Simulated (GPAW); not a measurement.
The system is Ag.

```
Ag
1.0
     0.00000    2.04275    2.04275
     2.04275    0.00000    2.04275
     2.04275    2.04275    0.00000
Ag
1
Direct
  0.00000 0.00000 0.00000
```

Base run:

```yaml
Program: GPAW 26.7.0
Functional: RPBE
Potentials_or_basis: the program's PAW data sets (release 1.2.1) made for this functional
Cutoff: 600 eV
Basis: pw
k_mesh: 11 × 11 × 11
Occupations: gaussian, width 0.05 eV
Spin: no spin polarisation
```

Its results: band gap on the k mesh none (metal or under the smearing width); pressure 8.3 GPa.

The run is repeated on the same cell with these changes: functional from RPBE to PBE; potentials or basis from the program's PAW data sets (release 1.2.1) made for this functional to GPAW PAW data sets (gpaw-data 1.2.1). What comes out?

Band gap on the k mesh none (metal or under the smearing width); pressure 4.2 GPa.
